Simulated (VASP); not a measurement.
Crystal: FeO.

```xyz
2
Lattice="0.0000 2.1554 2.1554 2.1554 0.0000 2.1554 2.1554 2.1554 0.0000" Properties=species:S:1:pos:R:3 pbc="T T T"
Fe    0.0000    0.0000    0.0000
O     2.1554    2.1554    2.1554
```

Program: VASP 6.6.1. Alike in all runs: task single point; potentials or basis VASP PAW PBE potentials, release 64 (Fe, O); cell as given; k mesh 8 × 8 × 8; cutoff (eV) 520; smearing gaussian 0.05 eV.

Order these runs on this cell by their pressure, lowest first.
A. level PBE+U; spin collinear, random start; U Fe d U = 8 eV
B. level PBE+U; spin non-collinear, random start, SOC; U Fe d U = 5 eV
C. level r2SCAN+U; spin off; U Fe d U = 2 eV
D. level r2SCAN+U; spin collinear, ferromagnetic start; U Fe d U = 4 eV

C (-24.8 GPa), D (-5.9 GPa), A (-2.9 GPa), B (8.3 GPa).

Caveats: a cell with one magnetic atom can't hold antiferromagnetic order, which such compounds often take (some runs); the PAW data sets were made with another functional, which shifts forces and pressure a little (some runs).

Not every run made on this cell is shown here.
